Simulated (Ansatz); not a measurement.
**Sn: one input, then a changed one**

The cell is COD entry 1540069, as deposited and not checked against the literature; nothing was relaxed. The listed cell was then made from it by scaling, straining or moving an atom.

First run: DFT, PBE, all-electron PAW with datasets made for the crystal, scalar-relativistic (Ansatz 0.2.0).

Command: `ansatz run input.yaml --threads 1 --pin off --max-ram 2048MiB --backend cpu --events-out ev --progress --plain --runs-dir out` The run took 14 s on 1 thread of Intel(R) Xeon(R) 6975P-C (Granite Rapids) (shared host), peak memory 0.6 GiB.

```yaml
crystal:
  lattice:
    - [-1.5828554103, 1.5828554103, 2.9448065]
    - [1.5828554103, -1.5828554103, 2.9448065]
    - [1.5828554103, 1.5828554103, -2.9448065]
  atoms:
    - { symbol: Sn, position: [0.0, 0.0, 0.0] }
kpoints:
  mp_grid: { grid: [18, 18, 18] }
scf:
  occupations: { method: fermi_dirac, width: 0.03 }
hamiltonian:
  xc: pbe
  pseudopotentials: { kind: all_electron, datasets: crystal }
output:
  forces: true
  stress: true
  eigenvalues: true
  efg: { contact_densities: true }
```

Result: converged; pressure -1.53 GPa; no gap on the k mesh; 9 SCF iterations.

Spin–orbit coupling is left out, though it moves levels of the heavy atoms by tenths of an eV or more.

A second input differs as follows:

```diff
@@ -9,5 +9,6 @@
   mp_grid: { grid: [18, 18, 18] }
 scf:
-  occupations: { method: fermi_dirac, width: 0.03 }
+  occupations: { method: fermi_dirac, width: 1.0 }
+  max_iter: 75
 hamiltonian:
   xc: pbe
```

Question: What is wrong with it, and what does the program do?

Answer: The fault is a smearing of electronvolts. The run converged; energy at zero smearing -15.6 meV/atom from the first run; pressure 2.71 GPa; no gap on the k mesh; 8 SCF iterations. Such numbers aren't properties of the crystal. The log ends:
```
        3.718557      -0.000000      -0.000000
       -0.000000       3.718557       0.000000
       -0.000000       0.000000       0.693329
  P = ⅓ Tr σ = 2.7101 GPa (27.101 kbar)
--- PAW observables at the nuclei: V_zz in 10²¹ V/m², potentials from the cell's mean, atoms counted from 1 ---
  atom   1  Sn V_zz =    +5.482138   η = 0.0000   by run symmetry: allowed
            electrostatic potential = -8173.163676 V   contact ρ = 1236342.332448 e/Å³
--- Band table (eV; the first three rows and the last of 480) ---
  k-point 0: bands = ["-9.2320", "-9.1259", "-9.0355", "-9.0355", "-8.9629", "1.8237", "17.9739", "19.7072", "19.7072", "22.6284", "23.4294", "23.6684", "23.8810", "24.9289", "24.9289"]
  k-point 1: bands = ["-9.2215", "-9.1214", "-9.0385", "-9.0356", "-8.9672", "1.9189", "17.9161", "19.0808", "19.2983", "22.6921", "22.7932", "23.1252", "24.1804", "25.9733", "25.9963"]
  k-point 2: bands = ["-9.1910", "-9.1087", "-9.0471", "-9.0359", "-8.9799", "2.2045", "17.6994", "17.8804", "18.3793", "21.6503", "22.4291", "22.8787", "25.7538", "26.7690", "27.6214"]
  k-point 479: bands = ["-9.2546", "-9.1348", "-8.9770", "-8.9770", "-8.9514", "5.0340", "8.1646", "16.8225", "16.8225", "20.1030", "20.4683", "32.8081", "33.6225", "33.6225", "34.2466"]
```
